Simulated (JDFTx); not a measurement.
As:

```
As
1.0
     1.88080    1.08588    3.51406
    -1.88080    1.08588    3.51406
     0.00000   -2.17176    3.51406
As
2
Direct
  0.22600 0.22600 0.22600
  0.77400 0.77400 0.77400
```

- Program: JDFTx 1.7.0 (patched build)
- Task: relaxation of cell and atoms
- Functional: PBE
- Potentials or basis: SG15-PBE-1.2 with smoothed tails
- Cutoff: 1088 eV
- Density cutoff: 8708 eV
- k mesh: 3 × 3 × 3
- Occupations: fermi-dirac, width 0.05 eV
- Spin: no spin polarisation

At the start: pressure 4.6 GPa; volume 21.53 Å³/atom.

Problem. How do energy, volume and symmetry change on relaxing?

Solution. Over 13 steps the energy falls by 35.4 meV/atom and the volume is 22.41 Å³/atom (+4.1 %); space group R-3m (No. 166, to 0.05 Å).

Step by step:
```tsv
step	energy change (eV)	largest force (eV/Å)	pressure (GPa)	volume (Å³)
1	0.0000	0.1363	4.59	43.06
2	-0.0168	0.0118	3.46	43.46
3	-0.0419	0.0919	1.64	44.28
4	-0.0615	0.0698	-0.18	45.32
5	-0.0672	0.0580	-0.63	45.61
6	-0.0693	0.0447	0.05	45.04
7	-0.0703	0.0170	-0.03	44.92
8	-0.0705	0.0043	-0.06	44.95
9	-0.0707	0.0022	-0.04	44.91
10	-0.0708	0.0055	-0.01	44.86
11	-0.0708	0.0028	-0.01	44.84
12	-0.0708	0.0031	0.02	44.81
13	-0.0708	0.0006	0.00	44.82
```

Final structure:
```
As
1.0
     1.95313    1.12764    3.39154
    -1.95313    1.12764    3.39154
     0.00000   -2.25528    3.39154
As
2
Direct
  0.22549 0.22549 0.22549
  0.77451 0.77451 0.77451
```

Caveat: the k mesh is coarse (spacing up to 0.67 Å⁻¹), so the values aren't converged.
